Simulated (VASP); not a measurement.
Input of a VASP 6.6.1 run:

The input INCAR:

```
ALGO     = Normal         # electronic algorithm
DIPOL    = 0.5 0.5 0.500
EDIFF    = 1E-7           # SCF threshold, eV
ENCUT    = 520            # plane-wave cutoff, eV
GGA      = PE             # functional
IDIPOL   = 3            
ISIF     = 2              # what is computed and relaxed
ISMEAR   = 0              # smearing method
KPAR     = 4            
LASPH    = True           # aspherical terms in the spheres
LCHARG   = True           # write CHGCAR
LDIPOL   = True         
LREAL    = False          # projectors in reciprocal space
LVACPOTAV= True         
LVHAR    = True         
LWAVE    = False          # write WAVECAR
NELM     = 80             # most SCF steps
PREC     = Accurate       # precision mode
SIGMA    = 0.03           # smearing width, eV
```

The input KPOINTS:

```
k-points
0
Gamma
  12 12 1
```

The input POSCAR:

```
BP                                      
1.0
    3.2040943696      0.0000000000      0.0000000000
   -1.6020471848      2.7748271181      0.0000000000
    0.0000000000      0.0000000000     16.0000000000
  B               P             
     1     1
Direct
     0.3333330000000032    0.6666669999999968    0.5000000000000000
     0.6666669999999968    0.3333330000000032    0.5000000000000000
```

Potentials or basis: VASP PAW PBE potentials, release 64 (B, P).

Command:

```console
$ cat potpaw_PBE.64/B/POTCAR potpaw_PBE.64/P/POTCAR > POTCAR
$ mpirun -np 4 vasp_std > vasp.out
```

Problem. Predict the ionisation potential of the upper face.

Solution. 5.12 eV.

Problem. What does it give for the band gap on the k mesh?

Solution. 0.90 eV, direct.
